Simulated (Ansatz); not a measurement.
# InP: the cost of one run

Computed with Ansatz 0.2.0 (DFT PBE, scalar-relativistic, plane waves, PAW, unless a step's input says otherwise).

4 further runs of the same task are left out: 4 set aside as unsound or not needed.

**1. Starting point**

It takes space group Fm-3m (No. 225, cubic). Conventional cell: a = 5.539 Å, b = 5.539 Å, c = 5.539 Å, α = 90.00°, β = 90.00°, γ = 90.00°. In (site symmetry m-3m) is surrounded by 6 P at 2.77 Å. P (site symmetry m-3m) is surrounded by 6 In at 2.77 Å.

As a file:

```cif
data_structure
_symmetry_space_group_name_H-M 'P 1'
_symmetry_Int_Tables_number 1
_cell_length_a 3.9176
_cell_length_b 3.9176
_cell_length_c 9.5877
_cell_angle_alpha 90.000
_cell_angle_beta 90.000
_cell_angle_gamma 120.000
_cell_volume 127.43
loop_
_atom_site_label
_atom_site_type_symbol
_atom_site_fract_x
_atom_site_fract_y
_atom_site_fract_z
_atom_site_occupancy
In1 In 0.00000 0.00000 0.00000 1
P1 P 0.66667 0.33333 0.16667 1
In2 In 0.33333 0.66667 0.33333 1
P2 P 0.00000 0.00000 0.50000 1
In3 In 0.66667 0.33333 0.66667 1
P3 P 0.33333 0.66667 0.83333 1
```

The cell was made up by rule, so the compound may not exist in this form.

It is the result of an earlier relaxation at this level (volume 21.24 Å³/atom; gap on the mesh: none (metal)).

**2. Next: the stacking ABCACB**

Close-packed layers are stacked in the order given (letters for the first element, the second between them) and fully relaxed; h and k in a name mark layers with hexagonal and cubic surroundings. Energies count from the base stacking, -3176.7580 eV an atom.

The cell holds 6 In, 6 P: a = 3.905 Å, b = 3.905 Å, c = 19.526 Å, α = 90.00°, β = 90.00°, γ = 120.00°.

**3. Relaxing it**

input.yaml

```yaml
crystal:
  lattice:
    - [3.9054995643, 0.0, 0.0]
    - [-1.9527497821, 3.3822618371, 0.0]
    - [0.0, 0.0, 19.525784231]
  atoms:
    - { symbol: In, position: [0.0, 0.0, 0.0] }
    - { symbol: P, position: [0.6666666667, 0.3333333333, 0.0856457292] }
    - { symbol: In, position: [0.3333333333, 0.6666666667, 0.1684004423] }
    - { symbol: P, position: [0.0, 0.0, 0.25] }
    - { symbol: In, position: [0.6666666667, 0.3333333333, 0.3315995577] }
    - { symbol: P, position: [0.3333333333, 0.6666666667, 0.4143542708] }
    - { symbol: In, position: [0.0, 0.0, 0.5] }
    - { symbol: P, position: [0.3333333333, 0.6666666667, 0.5856457292] }
    - { symbol: In, position: [0.6666666667, 0.3333333333, 0.6684004423] }
    - { symbol: P, position: [0.0, 0.0, 0.75] }
    - { symbol: In, position: [0.3333333333, 0.6666666667, 0.8315995577] }
    - { symbol: P, position: [0.6666666667, 0.3333333333, 0.9143542708] }
basis:
  ecutwfc: 420
kpoints:
  mp_grid: { grid: [21, 21, 4] }
hamiltonian:
  xc: pbe
scf:
  occupations: { method: gaussian, width: 0.1 }
output:
  forces: true
  stress: true
  eigenvalues: true
```

Launch:

```sh
ansatz run input.yaml --threads 1 --pin off --max-ram 2560MiB --backend cpu --events-out ev --progress --plain --runs-dir out
```

Q: Estimate wall time and peak memory on 1 thread of Intel Xeon at 2.50GHz (Skylake/Cascade Lake), shared host.

About 4.6 min, with a peak of 1.6 GiB.
